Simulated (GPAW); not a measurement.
Runs of GPAW 26.7.0 on Pb. Symmetry: Fm-3m, No. 225, cubic system. The conventional cell has a = 4.950 Å, b = 4.950 Å, c = 4.950 Å, α = 90.00°, β = 90.00°, γ = 90.00°. Pb (site symmetry m-3m) has 12 Pb at 3.50 Å as nearest neighbours. 

| task | level | potentials or basis | cell | optimizer | fmax | max steps | convergence | gap on the mesh (eV) | pressure (GPa) | V0 of scaled cells (Å³/atom) | B0 (GPa) |
| --- | --- | --- | --- | --- | --- | --- | --- | --- | --- | --- | --- |
| relaxation of cell and atoms | PBEsol+D3(BJ) | PAW data sets generated in the run's folder for this functional, pw | relaxed | BFGS | 0.02 eV/Å | 100 | density=1e-05 forces=0.0001 | none | 0.0 | - | - |
| equation of state | vdW-DF-cx | GPAW PAW data sets (gpaw-data 1.2.1), pw | as given | - | - | - | - | - | - | 30.23 | 49 |
| equation of state | revPBE+D3(BJ) | the program's PAW data sets (release 1.2.1) made for this functional, pw | as given | - | - | - | - | - | - | (a) | 49 |
| relaxation of cell and atoms | RPBE+D4 | the program's PAW data sets (release 1.2.1) made for this functional, pw | relaxed | BFGS | 0.05 eV/Å | 60 | density=1e-05 forces=0.0001 | none | 0.0 | - | - |

Alike in all rows: no spin polarisation; k mesh 9 × 9 × 9; cutoff (eV) 600; smearing fermi-dirac 0.05 eV.

Estimate the missing entries.

(a) 29.78.

Caveats: later steps reuse the first step's grids (some runs); pairwise dispersion overbinds metals, which lowers pressure and volume (some runs); the PAW data sets were made with another functional, which shifts forces and pressure a little (some runs); the relaxation stopped at its first step, so nothing moved (some runs).

A k mesh can miss the band edges, and the runs leave out spin-orbit coupling on Pb.

A gap of «none» marks a metal or a gap under the smearing width.

Runs at the PBE level aren't shown here.
